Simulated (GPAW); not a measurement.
MgS: changing the functional

```cif
data_structure
_symmetry_space_group_name_H-M 'P 1'
_symmetry_Int_Tables_number 1
_cell_length_a 4.0346
_cell_length_b 4.0346
_cell_length_c 6.4323
_cell_angle_alpha 90.000
_cell_angle_beta 90.000
_cell_angle_gamma 120.000
_cell_volume 90.68
loop_
_atom_site_label
_atom_site_type_symbol
_atom_site_fract_x
_atom_site_fract_y
_atom_site_fract_z
_atom_site_occupancy
S1 S 0.66667 0.33333 0.87924 1
S2 S 0.33333 0.66667 0.37924 1
Mg1 Mg 0.33333 0.66667 0.99575 1
Mg2 Mg 0.66667 0.33333 0.49575 1
```

The cell comes from a database or a generator and needn't be the stable form of this composition.

Kept alike: task band structure; k mesh 5 × 5 × 3; occupations fermi-dirac, width 0.05 eV; no spin polarisation. Program: GPAW, potentials by row: the program's PAW data sets (release 1.2.1) made for this functional (LDA); PAW data sets generated for this functional (PBEsol); GPAW PAW data sets (gpaw-data 1.2.1) (r2SCAN), cutoff 800 eV. The mesh is that of the run's cell of 4 atoms. No spin-orbit coupling.

```csv
functional,band gap (eV),pressure (GPa)
LDA,3.147,-2.07
PBEsol,3.266,-0.24
r2SCAN,4.116,0.12
```

Pressure is positive in compression; the values hold the error of the finite cutoff, so their zero can differ a little from the energy's minimum. Gaps are the smaller of the mesh's and the band path's.

Problem. What does the functional change here?

Solution. The band gap runs from 3.147 (LDA) to 4.116 eV (r2SCAN). The pressure runs from -2.07 (LDA) to 0.12 GPa (r2SCAN).

The two quantities respond to different steps in the functional. Most of the pressure change comes between LDA and PBEsol, while most of the gap change comes between PBEsol and r2SCAN. Because the cell is the same throughout, the gap differences are electronic and not a by-product of different volumes. The valence band edge in MgS is mainly S 3p and the conduction band edge has strong cation s character, so the gap is essentially the cost of moving charge from anion to cation. r2SCAN widens it probably because its orbital-dependent potential recovers part of the derivative discontinuity missing from LDA and PBEsol. Even so, 4.116 eV is more likely an underestimate of the quasiparticle gap than a converged answer.

The pressure of -2.07 GPa means that LDA would contract this cell, in line with its usual overbinding, whereas PBEsol and r2SCAN both place it close to their own equilibrium volumes. Relaxing the cell in LDA would probably widen its gap somewhat, so the spread between functionals at their own equilibrium volumes may be smaller.
